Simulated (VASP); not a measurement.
# Al: relaxation of the atoms with r2SCAN+D4

The system is Al.

```
Al
1.0
    -1.55410    1.56349    1.56531
     1.58146   -1.61016    1.63933
     1.57145    1.62750   -1.61197
Al
1
Direct
  0.00683 0.98281 0.02589
```

The cell isn't the ideal one: cell strained at random at fixed volume.

```json
{"Program": "VASP 6.6.1", "Task": "relaxation of the atoms", "Functional": "r2SCAN", "Dispersion": "D4", "Potentials or basis": "VASP PAW PBE potentials, release 64 (Al_GW)", "Cutoff": "550 eV", "k mesh": "12 × 12 × 12", "Occupations": "gaussian, width 0.05 eV", "Spin": "no spin polarisation", "Further INCAR settings": "ALGO = Normal; EDIFF = 1e-06; IBRION = 2; EDIFFG = -0.005; NSW = 60"}
```

```yaml
Pressure_after_relaxing: -0.6 GPa
Band_gap_on_the_k_mesh: none (metal or under the smearing width)
Dispersion_energy_per_atom: -0.121 eV
```

Stress tensor (GPa, compression positive):
```
-0.43 -0.06 -0.02
-0.06 -0.67  0.47
-0.02  0.47 -0.71
```

Final structure:
```cif
data_structure
_symmetry_space_group_name_H-M 'P 1'
_symmetry_Int_Tables_number 1
_cell_length_a 2.7037
_cell_length_b 2.7895
_cell_length_c 2.7779
_cell_angle_alpha 111.008
_cell_angle_beta 108.803
_cell_angle_gamma 108.629
_cell_volume 16.12
loop_
_atom_site_label
_atom_site_type_symbol
_atom_site_fract_x
_atom_site_fract_y
_atom_site_fract_z
_atom_site_occupancy
Al1 Al 0.00683 0.98281 0.02589 1
```

Levels at points of the mesh, in eV from the Fermi level:
```csv
k point,band 1,band 2,band 3,band 4,band 5
"(0.00, 0.00, 0.00)",-12.09,13.81,14.12,14.53,15.55
"(0.50, 0.00, 0.00)",-4.77,-3.88,8.84,8.89,10.84
"(0.00, 0.50, 0.00)",-4.94,-4.23,8.67,8.88,10.98
"(0.50, 0.50, 0.00)",-4.77,-3.90,8.56,8.68,10.53
"(0.00, 0.00, 0.50)",-4.88,-4.13,8.53,8.67,10.90
"(0.50, 0.00, 0.50)",-4.76,-3.88,8.63,8.68,10.62
"(0.00, 0.50, 0.50)",-5.06,-4.46,9.00,9.34,11.26
"(0.50, 0.50, 0.50)",1.68,2.02,2.30,2.84,3.00
```

Wall time 2.9 min on 1 thread of Intel(R) Xeon(R) Platinum 8488C (Sapphire Rapids), with other jobs on the host, peak memory 0.24 GiB.

Caveat: the relaxation stopped at its first step, so nothing moved; the PAW data sets were made with another functional, which shifts forces and pressure a little; pairwise dispersion overbinds metals, which lowers pressure and volume.
